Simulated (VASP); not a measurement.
**ZnSe (Stilleite): input slips in a phonon run and what they do**

Aim: see how common mistakes in a phonon run show up, on ZnSe (Stilleite). The starting structure is a measured crystal structure from the Crystallography Open Database.

Method: Kohn-Sham DFT with plane waves and PAW; LDA, in VASP 6.6.1.

## 1. The structure

The structure is cubic, space group F-43m (No. 216). Conventional cell: a = 5.668 Å, b = 5.668 Å, c = 5.668 Å, α = 90.00°, β = 90.00°, γ = 90.00°. Nearest to Se lie 4 Zn at 2.45 Å. Nearest to Zn lie 4 Se at 2.45 Å. Farther neighbours and most contacts between anions are not listed.

Coordinates:

```xyz
2
Lattice="0.0000 2.8338 2.8338 2.8338 0.0000 2.8338 2.8338 2.8338 0.0000" Properties=species:S:1:pos:R:3 pbc="T T T"
Se    4.2507    4.2507    4.2507
Zn    0.0000    0.0000    0.0000
```

## 2. Reference modes

The cell comes from a relaxation at this level, not shown (43.30 Å³).

Contents of INCAR:

```
SYSTEM = ZnSe
PREC = Accurate
ENCUT = 450
EDIFF = 1E-08
NELM = 100
ISMEAR = 0
SIGMA = 0.03
LREAL = .FALSE.
ALGO = Normal
GGA = CA
NBANDS = 15
LORBIT = 11
LWAVE = .FALSE.
LCHARG = .FALSE.
KPAR = 8
IBRION = 8
LEPSILON = .TRUE.
LPEAD = .TRUE.
ISIF = 2
```

Contents of POSCAR:

```
ZnSe
1.0
    0.0000000000      2.7871508801      2.7871508801
    2.7871508801      0.0000000000      2.7871508801
    2.7871508801      2.7871508801      0.0000000000
Se Zn
1 1
Direct
    0.7500000000      0.7500000000      0.7500000000
    0.0000000000      0.0000000000      0.0000000000
```

Contents of KPOINTS:

```
Automatic mesh
0
Gamma
10 10 10
0 0 0
```

The projector-augmented-wave data sets are Se and Zn (LDA family, release 64).

On the command line:

```bash
$ mpirun -np 8 vasp_std
```

The program printed:

```text
[banner, memory and clock lines left out]
running    8 mpi-ranks, on    1 nodes
 distrk:  each k-point on    1 cores,    8 groups
 distr:  one band on    1 cores,    1 groups

 POSCAR found type information on POSCAR SeZn
 POSCAR found :  2 types and       2 ions
|                                                                             |
|           W    W    AA    RRRRR   N    N  II  N    N   GGGG   !!!           |
|           W    W   A  A   R    R  NN   N  II  NN   N  G    G  !!!           |
|           W    W  A    A  R    R  N N  N  II  N N  N  G       !!!           |
|           W WW W  AAAAAA  RRRRR   N  N N  II  N  N N  G  GGG   !            |
|           WW  WW  A    A  R   R   N   NN  II  N   NN  G    G                |
|           W    W  A    A  R    R  N    N  II  N    N   GGGG   !!!           |
|                                                                             |
|     For optimal performance we recommend to set                             |
|       NCORE = 2 up to number-of-cores-per-socket                            |
|     NCORE specifies how many cores store one orbital (NPAR=cpu/NCORE).      |
|     This setting can greatly improve the performance of VASP for DFT.       |
|     The default, NCORE=1 might be grossly inefficient on modern             |
|     multi-core architectures or massively parallel machines. Do your        |
|     Unfortunately you need to use the default for GW and RPA                |
|     calculations (for HF NCORE is supported but not extensively tested      |
|     yet).                                                                   |
|                                                                             |

 LDA part: xc-table for (Slater(with rela. corr.)+CA(PZ))
 , standard interpolation
 POSCAR, INCAR and KPOINTS ok, starting setup
 FFT: planning ... GRIDC
 FFT: planning ... GRID_SOFT
 FFT: planning ... GRID
 WAVECAR not read
 entering main loop
       N       E                     dE             d eps       ncg     rms          rms(c)
DAV:   1     0.814905446759E+02    0.81491E+02   -0.82404E+03  1410   0.125E+03
DAV:   2    -0.257341580685E+01   -0.84064E+02   -0.79968E+02  1571   0.247E+02
DAV:   3    -0.764096441408E+01   -0.50675E+01   -0.50442E+01  1718   0.616E+01
DAV:   4    -0.768353926561E+01   -0.42575E-01   -0.42570E-01  1662   0.606E+00
DAV:   5    -0.768375509420E+01   -0.21583E-03   -0.21583E-03  1837   0.393E-01    0.525E+00
DAV:   6    -0.740356305136E+01    0.28019E+00   -0.59389E-01  2021   0.272E+01    0.397E+00
DAV:   7    -0.737736612609E+01    0.26197E-01   -0.16327E-01  1641   0.411E+00    0.164E+00
DAV:   8    -0.737294147671E+01    0.44246E-02   -0.35913E-03  2121   0.843E-01    0.425E-01
DAV:   9    -0.737238264829E+01    0.55883E-03   -0.95968E-04  1648   0.260E-01    0.589E-02
DAV:  10    -0.737240010277E+01   -0.17454E-04   -0.11765E-04  1800   0.117E-01    0.182E-02
DAV:  11    -0.737239311532E+01    0.69875E-05   -0.15432E-05  2108   0.647E-02    0.448E-03
DAV:  12    -0.737239316413E+01   -0.48811E-07   -0.25154E-06  1690   0.117E-02    0.118E-03
DAV:  13    -0.737239318737E+01   -0.23246E-07   -0.86123E-08  1627   0.253E-03    0.500E-04
DAV:  14    -0.737239318809E+01   -0.71805E-09   -0.68210E-10  1027   0.420E-04
   1 F= -.73723932E+01 E0= -.73723932E+01  d E =-.286566E-17
 Linear response reoptimize wavefunctions to high precision
DAV:   1    -0.737239318724E+01    0.84901E-09   -0.14423E-09  1300   0.721E-04
DAV:   2    -0.737239318728E+01   -0.39790E-10   -0.45670E-10   880   0.154E-04
 Linear response to external field (no local field effect), progress :
  Direction:   1
       N       E                     dE             d eps       ncg     rms          rms(c)
RMM:   1    -0.895523135334E+00   -0.89552E+00   -0.36775E+00  1146   0.381E+00
RMM:   2    -0.956763202296E+00   -0.61240E-01   -0.15121E-02  1263   0.720E-01
RMM:   3    -0.957054106207E+00   -0.29090E-03   -0.57656E-04  1256   0.117E-01
RMM:   4    -0.957055293010E+00   -0.11868E-05   -0.43671E-05  1275   0.244E-02
RMM:   5    -0.957055165108E+00    0.12790E-06   -0.36326E-06  1272   0.681E-03
RMM:   6    -0.957055126508E+00    0.38600E-07   -0.30199E-07   865   0.177E-03
RMM:   7    -0.957055119929E+00    0.65798E-08   -0.31661E-08   363   0.573E-04
 change of polarisation eV/A/(eV/A) component  1 :     1.914     0.936     0.230
 dielectric tensor                  component  1 :     8.999     3.913     0.962
 Linear response to external field (no local field effect), progress :
  Direction:   2
       N       E                     dE             d eps       ncg     rms          rms(c)
RMM:   1    -0.963107208158E+00   -0.96311E+00   -0.40099E+00  1153   0.382E+00
RMM:   2    -0.102705445078E+01   -0.63947E-01   -0.16051E-02  1265   0.727E-01
RMM:   3    -0.102729428498E+01   -0.23983E-03   -0.56933E-04  1254   0.123E-01
RMM:   4    -0.102729372475E+01    0.56023E-06   -0.48268E-05  1277   0.265E-02
RMM:   5    -0.102729355661E+01    0.16814E-06   -0.42370E-06  1269   0.771E-03
RMM:   6    -0.102729350670E+01    0.49908E-07   -0.51382E-07   836   0.215E-03
RMM:   7    -0.102729349555E+01    0.11150E-07   -0.66163E-08   368   0.707E-04
RMM:   8    -0.102729349555E+01    0.18789E-11    0.44412E-09   289   0.229E-04
 change of polarisation eV/A/(eV/A) component  2 :     0.936     2.055    -0.332
[...]
RMM:   3    -0.786322662668E+00    0.39293E-01   -0.27119E-02  8968   0.855E-01    0.736E-01
RMM:   4    -0.798975163116E+00   -0.12653E-01   -0.25847E-02 10774   0.853E-01    0.141E-01
RMM:   5    -0.807014551346E+00   -0.80394E-02   -0.67066E-04  8728   0.160E-01    0.283E-02
RMM:   6    -0.807489567300E+00   -0.47502E-03   -0.52698E-05  9203   0.388E-02    0.141E-02
RMM:   7    -0.807792111516E+00   -0.30254E-03   -0.43010E-06  9149   0.110E-02    0.104E-03
RMM:   8    -0.807808051277E+00   -0.15940E-04   -0.10712E-06  9233   0.210E-03    0.778E-04
RMM:   9    -0.807808203691E+00   -0.15241E-06   -0.43059E-07  9192   0.791E-04    0.737E-05
RMM:  10    -0.807808323406E+00   -0.11971E-06   -0.39146E-07  8241   0.245E-04    0.491E-05
RMM:  11    -0.807808099943E+00    0.22346E-06   -0.79622E-08  6993   0.124E-04    0.724E-06
 change of polarisation eV/A/(eV/A) component  1 :     1.527     0.366     0.205
 dielectric tensor                  component  1 :     7.382     1.531     0.855
 Linear response to external field, progress :
  Direction:   2
       N       E                     dE             d eps       ncg     rms          rms(c)
RMM:   1    -0.769406937712E+00   -0.76941E+00   -0.31065E+00  4119   0.362E+00
RMM:   2    -0.825621627635E+00   -0.56215E-01   -0.14086E-02  4596   0.690E-01    0.138E+00
RMM:   3    -0.786323469499E+00    0.39298E-01   -0.27028E-02  8966   0.855E-01    0.736E-01
RMM:   4    -0.798973175217E+00   -0.12650E-01   -0.25746E-02 10771   0.853E-01    0.141E-01
RMM:   5    -0.807009980929E+00   -0.80368E-02   -0.64078E-04  8722   0.160E-01    0.283E-02
RMM:   6    -0.807489952962E+00   -0.47997E-03   -0.40288E-05  9195   0.390E-02    0.142E-02
RMM:   7    -0.807791717920E+00   -0.30176E-03   -0.55435E-07  9135   0.111E-02    0.104E-03
RMM:   8    -0.807809868955E+00   -0.18151E-04   -0.23030E-07  9223   0.211E-03    0.778E-04
RMM:   9    -0.807808335613E+00    0.15333E-05   -0.16844E-07  9186   0.793E-04    0.750E-05
RMM:  10    -0.807809433843E+00   -0.10982E-05   -0.26983E-07  8250   0.246E-04    0.485E-05
RMM:  11    -0.807809168393E+00    0.26545E-06   -0.78917E-08  6983   0.125E-04    0.753E-06
 change of polarisation eV/A/(eV/A) component  2 :     0.333     1.527     0.172
 dielectric tensor                  component  2 :     1.394     7.382     0.720
 Linear response to external field, progress :
  Direction:   3
       N       E                     dE             d eps       ncg     rms          rms(c)
RMM:   1    -0.769408230650E+00   -0.76941E+00   -0.31065E+00  4119   0.362E+00
RMM:   2    -0.825608171345E+00   -0.56200E-01   -0.14038E-02  4596   0.690E-01    0.138E+00
RMM:   3    -0.786321420513E+00    0.39287E-01   -0.27143E-02  8966   0.855E-01    0.736E-01
RMM:   4    -0.798966520627E+00   -0.12645E-01   -0.25782E-02 10770   0.853E-01    0.141E-01
RMM:   5    -0.807014974051E+00   -0.80485E-02   -0.64429E-04  8723   0.160E-01    0.283E-02
RMM:   6    -0.807487948161E+00   -0.47297E-03   -0.42505E-05  9197   0.387E-02    0.141E-02
RMM:   7    -0.807791573352E+00   -0.30363E-03   -0.98412E-07  9143   0.110E-02    0.104E-03
RMM:   8    -0.807807784096E+00   -0.16211E-04   -0.24572E-07  9232   0.210E-03    0.776E-04
RMM:   9    -0.807809532771E+00   -0.17487E-05   -0.17486E-07  9186   0.790E-04    0.742E-05
RMM:  10    -0.807809251563E+00    0.28121E-06   -0.24502E-07  8251   0.245E-04    0.490E-05
RMM:  11    -0.807808852792E+00    0.39877E-06   -0.57899E-08  6964   0.124E-04    0.730E-06
 change of polarisation eV/A/(eV/A) component  3 :     0.270     0.301     1.527
 dielectric tensor                  component  3 :     1.128     1.258     7.382
 Linear response DOF=           2
 Linear response progress:
  Degree of freedom:   1/  2
       N       E                     dE             d eps       ncg     rms          rms(c)
RMM:   1    -0.824779798866E-01   -0.82478E-01    0.10519E-01 12304   0.176E+00
RMM:   2    -0.819006322205E-01    0.57735E-03   -0.32415E-03  8130   0.501E-01    0.121E-01
RMM:   3    -0.820676608935E-01   -0.16703E-03   -0.17433E-04  9001   0.103E-01    0.663E-02
RMM:   4    -0.823558803035E-01   -0.28822E-03   -0.51074E-05  9126   0.451E-02    0.818E-03
RMM:   5    -0.823608784660E-01   -0.49982E-05   -0.34437E-06  9191   0.874E-03    0.391E-03
RMM:   6    -0.823519485817E-01    0.89299E-05   -0.48693E-07  9130   0.228E-03    0.167E-03
RMM:   7    -0.823478110151E-01    0.41376E-05    0.59181E-09  9212   0.888E-04    0.316E-04
RMM:   8    -0.823497804289E-01   -0.19694E-05   -0.10846E-08  9492   0.316E-04    0.435E-05
RMM:   9    -0.823499356497E-01   -0.15522E-06   -0.83745E-09  9511   0.128E-04    0.122E-05
RMM:  10    -0.823498567133E-01    0.78936E-07   -0.62207E-10  9636   0.648E-05    0.409E-06
RMM:  11    -0.823498696818E-01   -0.12968E-07   -0.33779E-09  8666   0.517E-05    0.198E-06
RMM:  12    -0.823498357103E-01    0.33971E-07   -0.54202E-09  5705   0.475E-05    0.223E-07
RMM:  13    -0.823498492302E-01   -0.13520E-07    0.74890E-09  4184   0.464E-05    0.877E-08
 first order change of Fermi-energy   0.31769E-03
 force on displaced ion       1 direction 1 :  -6.291  -0.000  -0.000
 Born effective charge ion    1 direction 1 :  -1.973   0.000   0.000
 Linear response progress:
  Degree of freedom:   2/  2
       N       E                     dE             d eps       ncg     rms          rms(c)
RMM:   1    -0.212879056583E+00   -0.21288E+00   -0.88822E-03  7185   0.206E+00
RMM:   2    -0.211072371868E+00    0.18067E-02   -0.24980E-03  8176   0.383E-01    0.893E-02
RMM:   3    -0.210835429694E+00    0.23694E-03   -0.41153E-05  9206   0.473E-02    0.536E-02
RMM:   4    -0.210544904948E+00    0.29052E-03   -0.18224E-05  9554   0.284E-02    0.275E-03
RMM:   5    -0.210563050863E+00   -0.18146E-04   -0.11171E-06  9811   0.550E-03    0.713E-04
RMM:   6    -0.210560843147E+00    0.22077E-05    0.17850E-07  9978   0.107E-03    0.330E-04
RMM:   7    -0.210560536169E+00    0.30698E-06    0.29357E-08  9816   0.376E-04    0.363E-05
RMM:   8    -0.210560209573E+00    0.32660E-06    0.61207E-08  9854   0.172E-04    0.113E-05
RMM:   9    -0.210560256073E+00   -0.46500E-07    0.34170E-10 10187   0.108E-04    0.439E-06
RMM:  10    -0.210560253593E+00    0.24804E-08    0.93821E-09  9212   0.866E-05    0.186E-06
 first order change of Fermi-energy  -0.47270E-04
 force on displaced ion       2 direction 1 :  -6.247  -0.000  -0.000
 Born effective charge ion    2 direction 1 :   1.971   0.000   0.000
 Born effective charges drift removed
 Linear response finished
```

Wall time 2.1 min (8 MPI ranks of AMD EPYC 7R43, shared host); peak memory 3 GiB.

The logs omit lines about the potential files and the build; timing stands in the text.

From OUTCAR (step 2):

```text
ion  position               nearest neighbor table
   1  0.750  0.750  0.750-   2 2.41   2 2.41   2 2.41   2 2.41
   2  0.000  0.000  0.000-   1 2.41   1 2.41   1 2.41   1 2.41

  LATTYP: Found a face centered cubic cell.
 ALAT       =     5.5743017602

 Subroutine GETGRP returns: Found 24 space group operations
 (whereof 24 operations were pure point group operations)

The static configuration has the point symmetry T_d .

 Found     47 irreducible k-points:

   k-points           NKPTS =     47   k-points in BZ     NKDIM =     47   number of bands    NBANDS=     15

   dimension x,y,z NGX =    28 NGY =   28 NGZ =   28
   dimension x,y,z NGXF=    56 NGYF=   56 NGZF=   56

   ENCUT  =  450.0 eV  33.07 Ry    5.75 a.u.   6.82  6.82  6.82*2*pi/ulx,y,z

   NELECT =      18.0000    total number of electrons

 k-points in reciprocal lattice and weights: Automatic mesh
   0.00000000  0.00000000  0.00000000       0.001
   0.10000000  0.00000000  0.00000000       0.008
   0.20000000  0.00000000  0.00000000       0.008
   0.30000000  0.00000000  0.00000000       0.008
   0.40000000  0.00000000  0.00000000       0.008
   0.50000000  0.00000000  0.00000000       0.004
   0.10000000  0.10000000  0.00000000       0.006
   0.20000000  0.10000000  0.00000000       0.024
   0.30000000  0.10000000  0.00000000       0.024
[...]
-0.30000000  0.40000000  0.20000000       0.024
  -0.30000000  0.50000000  0.20000000       0.012

 average (electrostatic) potential at core
       1 -61.8339       2 -37.8816

  Total        0.0051089      0.0051089      0.0051089     -0.0000000      0.0000000      0.0000000
  in kB        0.1890266      0.1890266      0.1890266     -0.0000000      0.0000000      0.0000000
  external PRESSURE =       0.1890266 kB  Pullay stress =       0.0000000 kB

  energy-cutoff  :      450.00
  volume of cell :       43.30
      direct lattice vectors                 reciprocal lattice vectors
     0.000000000  2.787150880  2.787150880    -0.179394666  0.179394666  0.179394666
     2.787150880  0.000000000  2.787150880     0.179394666 -0.179394666  0.179394666
     2.787150880  2.787150880  0.000000000     0.179394666  0.179394666 -0.179394666

 POSITION                                       TOTAL-FORCE (eV/Angst)
 -----------------------------------------------------------------------------------
      4.18073      4.18073      4.18073         0.000000      0.000000     -0.000000
      0.00000      0.00000      0.00000        -0.000000     -0.000000      0.000000
 -----------------------------------------------------------------------------------
    total drift:                               -0.000001     -0.000001     -0.000001

 MACROSCOPIC STATIC DIELECTRIC TENSOR (including local field effects in DFT)
 ------------------------------------------------------
           7.381855     0.000000     0.000000
          -0.000000     7.381855     0.000000
           0.000000     0.000000     7.381855
 ------------------------------------------------------

 PIEZOELECTRIC TENSOR (including local field effects)  for field in x, y, z        (C/m^2)
          XX          YY          ZZ          XY          YZ          ZX
  --------------------------------------------------------------------------------
  x     0.00000     0.00000     0.00000     0.00000     0.68475     0.00000
  y    -0.00000     0.00000     0.00000     0.00000     0.00000     0.68475
  z     0.00000    -0.00000     0.00000     0.68475     0.00000     0.00000

 BORN EFFECTIVE CHARGES (including local field effects) (in |e|, cummulative output)
 ---------------------------------------------------------------------------------
 ion    1
    1    -1.97264     0.00000    -0.00000
    2    -0.00000    -1.97264     0.00000
    3     0.00000     0.00000    -1.97264
 ion    2
    1     1.97264     0.00000     0.00000
    2     0.00000     1.97264    -0.00000
    3     0.00000     0.00000     1.97264

 Eigenvectors and eigenvalues of the dynamical matrix
 ----------------------------------------------------

   1 f  =    6.543921 THz    41.116666 2PiTHz  218.281695 cm-1    27.063469 meV
             X         Y         Z           dx          dy          dz
      4.180726  4.180726  4.180726    -0.005919    0.149408   -0.657553
      0.000000  0.000000  0.000000     0.006482   -0.163606    0.720040

   2 f  =    6.543921 THz    41.116666 2PiTHz  218.281695 cm-1    27.063469 meV
             X         Y         Z           dx          dy          dz
      4.180726  4.180726  4.180726    -0.612643    0.273537    0.067668
      0.000000  0.000000  0.000000     0.670863   -0.299532   -0.074098

   3 f  =    6.543921 THz    41.116666 2PiTHz  218.281695 cm-1    27.063469 meV
             X         Y         Z           dx          dy          dz
      4.180726  4.180726  4.180726     0.281721    0.597987    0.133338
      0.000000  0.000000  0.000000    -0.308493   -0.654813   -0.146009

   4 f/i=    0.011418 THz     0.071742 2PiTHz    0.380869 cm-1     0.047222 meV
             X         Y         Z           dx          dy          dz
      4.180726  4.180726  4.180726    -0.602153   -0.298749   -0.305658
      0.000000  0.000000  0.000000    -0.549897   -0.272823   -0.279132

   5 f/i=    0.011418 THz     0.071742 2PiTHz    0.380869 cm-1     0.047222 meV
             X         Y         Z           dx          dy          dz
      4.180726  4.180726  4.180726     0.334234    0.000000   -0.658448
      0.000000  0.000000  0.000000     0.305228    0.000000   -0.601307

   6 f/i=    0.011418 THz     0.071742 2PiTHz    0.380869 cm-1     0.047222 meV
             X         Y         Z           dx          dy          dz
      4.180726  4.180726  4.180726     0.266394   -0.675289    0.135223
      0.000000  0.000000  0.000000     0.243275   -0.616686    0.123488

 MACROSCOPIC STATIC DIELECTRIC TENSOR IONIC CONTRIBUTION
 ------------------------------------------------------
           2.593761     0.000000    -0.000000
           0.000000     2.593761    -0.000000
          -0.000000    -0.000000     2.593761
 ------------------------------------------------------

 ELASTIC MODULI CONTR FROM IONIC RELAXATION (kBar)
 Direction    XX          YY          ZZ          XY          YZ          ZX
 --------------------------------------------------------------------------------
 XX          -0.0000      0.0000      0.0000     -0.0000      0.0000      0.0000
 YY           0.0000     -0.0000     -0.0000     -0.0000     -0.0000      0.0000
 ZZ           0.0000     -0.0000     -0.0000      0.0000     -0.0000      0.0000
 XY          -0.0000     -0.0000      0.0000   -223.0666      0.0000      0.0000
 YZ           0.0000     -0.0000     -0.0000      0.0000   -223.0666     -0.0000
 ZX           0.0000      0.0000      0.0000      0.0000     -0.0000   -223.0666
 --------------------------------------------------------------------------------

 PIEZOELECTRIC TENSOR IONIC CONTR  for field in x, y, z        (C/m^2)
          XX          YY          ZZ          XY          YZ          ZX
  --------------------------------------------------------------------------------
  x     0.00000    -0.00000    -0.00000     0.00000    -0.71574    -0.00000
  y     0.00000     0.00000     0.00000     0.00000    -0.00000    -0.71574
  z    -0.00000    -0.00000     0.00000    -0.71574     0.00000     0.00000
```

Energies printed during the response cycles are not total energies of the cell.

Reference: the zone-centre mode is T2 218.3 cm⁻¹.

(Continued in part 2 of 2.)

[Lines on the potential files, build, host, timing and source positions are cut from VASP's logs without a mark.]

[Logs are printed without paths, hosts, clocks, repeated set-up lines and the standing remarks that a program may print on its own settings, such as how far it seeks lower states.]

[Hosts, paths, dates, database ids (printed as entryN), source tags and the programs' standing remarks are cut or masked in the printed files.]
